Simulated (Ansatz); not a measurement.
KCl built on the CsCl prototype, relaxed with r2SCAN, was run in the plane-wave code Ansatz under altered settings. All numbers are computed, without spin polarisation but where a row says otherwise.

```
CELL_PARAMETERS angstrom
3.77117 0.00000 0.00000
0.00000 3.77117 0.00000
0.00000 0.00000 3.77117
ATOMIC_POSITIONS crystal
K 0.00000 0.00000 0.00000
Cl 0.50000 0.50000 0.50000
```

The base run's other keys:
```yaml
kpoints:
  mp_grid: { grid: [6, 6, 6] }
hamiltonian:
  xc: pbe
scf:
  occupations: { method: fixed }
  n_extra_bands: 4
```

It takes 6 iterations with 1021 plane waves at 420 eV and 20 k points, and leaves a mean stress of +1.07 GPa. The gap over this mesh is 5.030 eV.

Outcomes, with energy and stress as changes against the base:
```
                                 setting            outcome  ΔF (meV/atom)  Δ mean stress (GPa)  gap on the mesh (eV)  iterations
                      basis.ecutwfc: 120  converged, warned          +8815                -0.62                 4.284           7
           hamiltonian.dispersion: rvv10            refused              –                    –                     –           –
              hamiltonian.dispersion: d2            refused              –                    –                     –           –
                         scf.max_iter: 2      not converged              –                    –                     –           2
   scf.convergence.dr2_threshold: 0.0001  converged, warned            0.0                  0.0                 5.030           6
               scf.occupations: cold 1.5          converged            0.0                 0.00                 5.030          10
             scf.eigensolver.kind: dense          converged            0.0                 0.00                 5.030           6
         kpoints.mp_grid.grid: [2, 4, 6]  converged, warned            +36                +0.44                 5.000           6
 scf.occupations: methfessel_paxton 0.05          converged            0.0                 0.00                 5.030           5
scf.occupations: methfessel_paxton 0.001          converged            0.0                 0.00                 5.030           5
                  hamiltonian.xc: pbesol          converged              –                -1.62                 4.842           6
                    hamiltonian.xc: pw91            refused              –                    –                     –           –
```
A dash marks a value that wasn't obtained or can't be compared. Stress is positive in compression. Its mean hides that meshes of lower symmetry stress the axes unequally.

- basis.ecutwfc: 120. 171 plane waves in place of 1021. The free energy moves by +8815 meV an atom, the mean stress by -0.62 GPa and the gap on the mesh by -0.746 eV (to 4.284). The basis is too small: these are errors of the cutoff. Warned: cutoff below recommended.
- hamiltonian.dispersion: rvv10. The input is refused before any iteration. Error: inconsistent input (hamiltonian.dispersion, hamiltonian.xc): `dispersion: rvv10` has no transferable b for PBE exchange — Sabatini et al. (2013) fitted b=6.3 to rPW86, and the PBE refits of Peng & Perdew (2017) are task-dependent (b=6.6 S22 / b=10.0 layered). Use `xc: {exchange: rpw86, correlation […]
- hamiltonian.dispersion: d2. The program doesn't start. Error: YAML parse error: line 13 column 15: hamiltonian.dispersion: `d2` is not `none`, `rvv10`, `d3bj`, `d3bjatm`, `d4` or a map `{method: …, s8: …, a1: …, a2_bohr: …}` (numbers without units, a2 in bohr) or `{method: …, functional: …}`
- scf.max_iter: 2. No converged result was reached. It stopped after 2 iterations; the base needs 6. Nothing that it printed is a property of the solid. Error: did not converge after 2 iterations: dr2 = 7.03e-6 (threshold 1.00e-7), under the density mixer `msr1`, which `scf.mixing.algorithm: auto` chose by the deck's other keys (type `scf.mixing.algorithm: msr1` to keep it) […]
- scf.convergence.dr2_threshold: 0.0001. It converges in 6 iterations, as the base does. Even so loose a threshold leaves the results unchanged here, which can't be counted on. Warned: force scf threshold loose, stress scf threshold loose.
- kpoints.mp_grid.grid: [2, 4, 6]. The free energy moves by +36 meV an atom, the mean stress by +0.44 GPa (single components by up to 1.6) and the gap on the mesh by -0.030 eV (to 5.000). The mesh breaks the crystal's symmetry, so the stress, and any force that symmetry no longer fixes, lose it too. The mesh is too coarse. Warned: symmetry narrowed by mesh.
- hamiltonian.xc: pbesol. The mean stress moves by -1.62 GPa and the gap on the mesh by -0.189 eV (to 4.842). It's another functional on the same cell, so totals aren't comparable.
- hamiltonian.xc: pw91. It is rejected at once. Error: YAML parse error: line 12 column 7: hamiltonian.xc: unknown variant `pw91`, expected one of […]

Within 1 meV an atom, 0.1 GPa and 0.005 eV of the base stay: scf.convergence.dr2_threshold: 0.0001; scf.occupations: cold 1.5; scf.eigensolver.kind: dense; scf.occupations: methfessel_paxton 0.05; scf.occupations: methfessel_paxton 0.001.
